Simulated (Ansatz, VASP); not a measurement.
## V: VASP beside Ansatz

```
CELL_PARAMETERS angstrom
2.50695 1.44739 8.80436
-2.50695 1.44739 8.80436
0.00000 -2.89478 8.80436
ATOMIC_POSITIONS crystal
V 0.04787 0.54474 0.04787
V 0.04787 0.04787 0.54474
V 0.54474 0.04787 0.04787
V 0.95213 0.45526 0.95213
V 0.45526 0.95213 0.95213
V 0.95213 0.95213 0.45526
V 0.20999 0.70245 0.20999
V 0.20999 0.20999 0.70245
V 0.70245 0.20999 0.20999
V 0.79001 0.29755 0.79001
V 0.29755 0.79001 0.79001
V 0.79001 0.79001 0.29755
```

Alike in both runs: functional PBE; k mesh 3 × 3 × 3; occupations gaussian, width 0.1 eV; no spin polarisation.

Ansatz relaxed the structure, and its values are those at the end. VASP's run is a single point on that final structure, the one shown.

|  | VASP | Ansatz |
| --- | --- | --- |
| version | VASP 6.6.1 | Ansatz 0.2.0 |
| potentials or method | VASP PAW PBE potentials, release 64 (V_sv) | scalar-relativistic, plane waves, PAW |
| plane-wave cutoff (eV) | 520 | 420 |
| valence electrons in the cell | 156 | 156 |

```tsv
	VASP	Ansatz	Ansatz less VASP
gap on the k mesh at the Fermi level (eV)	none	none	-
pressure (GPa)	0.2	0.0	-0.20
rms of the force components (eV/Å)	0.019	0.017	-0.0015
```

A gap of «none» marks a metal or a gap that the smearing closes.

Caveats: the k mesh is coarse (spacing up to 0.49 Å⁻¹), so the values aren't converged.
